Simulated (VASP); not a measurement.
# BN (Pnma) in VASP: notebook

Runs on BN. Level: LDA. Tasks: single point.

Everything below comes from runs of VASP 6.6.1. Logs are shortened: lines on timing, memory, paths and dates and some standing lists are left out, and cuts for length are marked.

## Step 1: The structure

It takes space group Pnma (No. 62, orthorhombic). The conventional cell has a = 4.880 Å, b = 2.591 Å, c = 4.292 Å, α = 90.00°, β = 90.00°, γ = 90.00°. Around N (site symmetry m) lie 4 B at 1.51 to 1.65 Å. B (site symmetry m) has 4 N at 1.51 to 1.65 Å as nearest neighbours.

Measurements of this composition are mostly on another form, of space group No. 194.

## Step 2: Single point, LDA

Input file INCAR:

```
PREC = Accurate
ENCUT = 340
EDIFF = 1E-7
ISMEAR = 0
SIGMA = 0.05
LREAL = F
LASPH = T
NELM = 100
ALGO = Normal
ISIF = 2
LWAVE = F
LCHARG = F
NBANDS = 26
ADDGRID = F
```

Input file KPOINTS:

```
Automatic mesh
0
Gamma
  5 9 6
```

Input file POSCAR:

```
BN
1.0
    4.8800890000      0.0000000000      0.0000000000
    0.0000000000      2.5914640000      0.0000000000
    0.0000000000      0.0000000000      4.2920490000
N B
4 4
Direct
    0.3211300000      0.7500000000      0.1064860000
    0.6788700000      0.2500000000      0.8935140000
    0.1788700000      0.2500000000      0.6064860000
    0.8211300000      0.7500000000      0.3935140000
    0.3404130000      0.2500000000      0.9070960000
    0.1595870000      0.7500000000      0.4070960000
    0.8404130000      0.2500000000      0.5929040000
    0.6595870000      0.7500000000      0.0929040000
```

Potentials or basis: VASP PAW LDA potentials, release 64 (N, B).

Command:

```sh
> cat potpaw_LDA.64/N/POTCAR potpaw_LDA.64/B/POTCAR > POTCAR
> mpirun -np 1 vasp_std > vasp.out
```

OUTCAR:

```text
PREC = Accurate
   ENCUT = 340
   EDIFF = 1E-7
   ISMEAR = 0
   LREAL = F
   LASPH = T
   NELM = 100
   ISIF = 2

 Found     60 irreducible k-points:

 Following reciprocal coordinates:
            Coordinates               Weight
  0.000000  0.000000  0.000000      1.000000
  0.200000  0.000000  0.000000      2.000000
  0.400000  0.000000  0.000000      2.000000
  0.000000  0.111111  0.000000      2.000000
  0.200000  0.111111  0.000000      4.000000
  0.400000  0.111111  0.000000      4.000000
   k-points           NKPTS =     60   k-points in BZ     NKDIM =     60   number of bands    NBANDS=     26
   number of dos      NEDOS =    301   number of ions     NIONS =      8
   total plane-waves  NPLWV =  13440
   dimension x,y,z NGX =    30 NGY =   16 NGZ =   28
   dimension x,y,z NGXF=    60 NGYF=   32 NGZF=   56
   ions per type =               4   4
   NGX,Y,Z   is equivalent  to a cutoff of  10.22, 10.26, 10.85 a.u.
   NGXF,Y,Z  is equivalent  to a cutoff of  20.44, 20.53, 21.69 a.u.
 SYSTEM =  unknown system
   PREC   = accura    normal or accurate (medium, high low for compatibility)
   ISTART =      0    job   : 0-new  1-cont  2-samecut
   ICHARG =      2    charge: 1-file 2-atom 10-const
   ISPIN  =      1    spin polarized calculation?
   LNONCOLLINEAR =      F non collinear calculations
   LSORBIT =      F    spin-orbit coupling
   LASPH  =      T    aspherical Exc in radial PAW
   ENCUT  =  340.0 eV  24.99 Ry    5.00 a.u.   7.34  3.90  6.45*2*pi/ulx,y,z
   NELM   =    100;   NELMIN=  2; NELMDL= -5     # of ELM steps
   EDIFF  = 0.1E-06   stopping-criterion for ELM
   LREAL  =      F    real-space projection
   EDIFFG = 0.1E-05   stopping-criterion for IOM
   NSW    =      0    number of steps for IOM
   IBRION =     -1    ionic relax: 0-MD 1-quasi-New 2-CG
   NFREE  =      0    steps in history (QN), initial steepest desc. (CG)
   ISIF   =      2    stress and relaxation
   ISYM   =      2    0-nonsym 1-usesym 2-fastsym
   POTIM  = 0.5000    time-step for ionic-motion
   TEBEG  =    0.0;   TEEND  =   0.0 temperature during run
   PSTRESS=    0.0 pullay stress
   NELECT =      32.0000    total number of electrons
   NUPDOWN=      -1.0000    fix difference up-down
   EMIN   =  10.00;   EMAX   =-10.00  energy-range for DOS
   EFERMI =   0.00;   METHOD = LEGACY
   ISMEAR =     0;   SIGMA  =   0.05  broadening in eV -4-tet -1-fermi 0-gaus
   EFERMI_NEDOS =   21; number of points for ismear=-14 and -15
   IALGO  =     38    algorithm
   IMIX   =      4    mixing-type and parameters
     AMIX     =   0.40;   BMIX     =  1.00
     AMIX_MAG =   1.60;   BMIX_MAG =  1.00
  volume/ion in A,a.u.               =       6.78        45.79
  Fermi-wavevector in a.u.,A,eV,Ry     =   1.372711  2.594047 25.637923  1.884334
  Thomas-Fermi vector in A             =   2.498293
   LORBIT       =      0    0 simple, 1 ext, 2 COOP (PROOUT), +10 PAW based schemes
   GGA     = CA    functional components
   LHFCALC =     F    Hartree Fock is set to
   AEXX    =    0.0000 exact exchange contribution
   IVDW    =     0    specifies the selected vdW correction
   LEPSILON=     F    determine dielectric tensor
   LRPA    =     F    only Hartree local field effects (RPA)
 non-spin polarized calculation
 Gauss-broadening in eV      SIGMA  =   0.05
  energy-cutoff  :      340.00
  volume of cell :       54.28
 maximum number of plane-waves:       787
 NGX is ok and might be reduce to    30
   NGX = 15   NGY =  7   NGZ = 13

 number of electron      32.0000001 magnetization

 Free energy of the ion-electron system (eV)
  ---------------------------------------------------
  ext. energy  EPLUGINS =         0.00000000
  ---------------------------------------------------
  free energy    TOTEN  =       -75.63704554 eV

  energy without entropy =      -75.63704554  energy(sigma->0) =      -75.63704554

 E-fermi :   5.7869     XC(G=0): -12.1732

 val. band max:        5.5684508076   @ k =   0.0000   0.0000   0.0000
 cond. band min:      11.0687596787   @ k =   0.4000   0.0000   0.3333
 fundamental gap:      5.5003088710
 Fermi energy:         5.7868602183

 k-point     1 :       0.0000    0.0000    0.0000
  band No.  band energies     occupation
      1     -13.9137      2.00000
      2     -11.3324      2.00000
      3     -10.2938      2.00000
      4      -8.5367      2.00000
      5      -3.2020      2.00000
      6      -2.5831      2.00000
[... 18 lines left out ...]
     25      17.1024      0.00000
     26      17.7174      0.00000

 k-point     2 :       0.2000    0.0000    0.0000
  band No.  band energies     occupation
      1     -13.7670      2.00000
      2     -11.8758      2.00000
      3      -9.8191      2.00000
      4      -8.5827      2.00000
      5      -3.3272      2.00000
      6      -3.2067      2.00000
[... 18 lines left out ...]
     25      16.0160      0.00000
     26      17.2935      0.00000

 k-point     3 :       0.4000    0.0000    0.0000
  band No.  band energies     occupation
      1     -13.3384      2.00000
      2     -12.6739      2.00000
      3      -9.2006      2.00000
      4      -8.7780      2.00000
      5      -3.6677      2.00000
      6      -3.6268      2.00000
[... 18 lines left out ...]
     25      16.4629      0.00000
     26      17.2726      0.00000

 k-point     4 :       0.0000    0.1111    0.0000
  band No.  band energies     occupation
      1     -13.7242      2.00000
      2     -11.1670      2.00000
      3     -10.1529      2.00000
      4      -8.4697      2.00000
      5      -3.0702      2.00000
      6      -2.5541      2.00000
[... 18 lines left out ...]
     25      17.2890      0.00000
     26      17.5236      0.00000

 k-point     5 :       0.2000    0.1111    0.0000
  band No.  band energies     occupation
      1     -13.5778      2.00000
      2     -11.7039      2.00000
      3      -9.6905      2.00000
      4      -8.5126      2.00000
      5      -3.1873      2.00000
      6      -3.0780      2.00000
[... 18 lines left out ...]
     25      16.6475      0.00000
     26      17.3547      0.00000

 k-point     6 :       0.4000    0.1111    0.0000
  band No.  band energies     occupation
      1     -13.1531      2.00000
      2     -12.4942      2.00000
      3      -9.0949      2.00000
      4      -8.6952      2.00000
      5      -3.5130      2.00000
      6      -3.4780      2.00000
[... 18 lines left out ...]
     25      16.8987      0.00000
     26      17.4798      0.00000

 [... further k-points ...]

------------------------ aborting loop because EDIFF is reached ----------------------------------------

  FORCE on cell =-STRESS in cart. coord.  units (eV):
  Direction    XX          YY          ZZ          XY          YZ          ZX
  --------------------------------------------------------------------------------------
  -------------------------------------------------------------------------------------
  Total       -9.5983597     -9.8511062     -9.6977382      0.0000000      0.0000000      0.0000000
  in kB     -283.3152890   -290.7756187   -286.2486468      0.0000000      0.0000000      0.0000000
  external PRESSURE =    -286.7798515 kB  Pullay stress =       0.0000000 kB

 VOLUME and BASIS-vectors are now :
 -----------------------------------------------------------------------------
  energy-cutoff  :      340.00
  volume of cell :       54.28
      direct lattice vectors                 reciprocal lattice vectors
     4.880089000  0.000000000  0.000000000     0.204914296  0.000000000  0.000000000
     0.000000000  2.591464000  0.000000000     0.000000000  0.385882266  0.000000000
     0.000000000  0.000000000  4.292049000     0.000000000  0.000000000  0.232988952

 POSITION                                       TOTAL-FORCE (eV/Angst)
 -----------------------------------------------------------------------------------
      1.56714      1.94360      0.45704         0.123344     -0.000000     -0.020204
      3.31295      0.64787      3.83501        -0.123344     -0.000000      0.020204
      0.87290      0.64787      2.60307        -0.123344      0.000000     -0.020204
      4.00719      1.94360      1.68898         0.123344      0.000000      0.020204
      1.66125      0.64787      3.89330        -0.007613     -0.000000      0.013156
      0.77880      1.94360      1.74728         0.007613     -0.000000      0.013156
      4.10129      0.64787      2.54477        -0.007613     -0.000000     -0.013156
      3.21884      1.94360      0.39875         0.007613     -0.000000     -0.013156
 -----------------------------------------------------------------------------------
    total drift:                                0.000000     -0.000000     -0.000000

  FREE ENERGIE OF THE ION-ELECTRON SYSTEM (eV)
  ---------------------------------------------------
  free  energy   TOTEN  =       -75.6370455448 eV

  energy  without entropy=      -75.6370455448  energy(sigma->0) =      -75.63704554
```

It took 65 s on 1 thread of AMD EPYC 7R43 (Zen 3), shared host; peak memory 0.1 GiB.

The run converged, but a check on its numbers failed (symmetry, net force, bounds or a known fault of this set-up), so they aren't taken as properties of the crystal.

Caveat: the cutoff lies under the usual one of these potentials, so the numbers hold a large basis-set error; a pressure of tens of GPa on the cell as given is suspect, and the run, the potentials or the cell itself is likely at fault; an odd mesh through Γ misses points on the zone boundary, where band edges often lie.

## Step 3: Single point, LDA

INCAR, as its differences from that of step 2:

```diff
@@ -1,3 +1,3 @@
 PREC = Accurate
-ENCUT = 340
+ENCUT = 460
 EDIFF = 1E-7
```

KPOINTS is that of step 2.

POSCAR is that of step 2.

Potentials or basis: VASP PAW LDA potentials, release 64 (N, B).

Command:

```sh
> cat potpaw_LDA.64/N/POTCAR potpaw_LDA.64/B/POTCAR > POTCAR
> mpirun -np 1 vasp_std > vasp.out
```

Run time: 74 s. Hardware: 1 thread of AMD EPYC 7R43 (Zen 3), shared host; peak memory 0.12 GiB.

The run converged, but some of its settings lie outside the range that counts as converged, so its numbers aren't taken as properties of the crystal.

What came out:

```yaml
Free_energy: -75.6979 eV
Pressure: -11.8 GPa
Largest_force: 0.107 eV/Å
Band_gap_on_the_k_mesh: 5.52 eV, indirect (least direct gap 6.13 eV)
```

Caveat: the cutoff is under 1.25 times the usual one of these potentials, so pressure, stress and relaxed cells hold a basis-set (Pulay) error; an odd mesh through Γ misses points on the zone boundary, where band edges often lie.

(Part 1 of 2 ends here.)
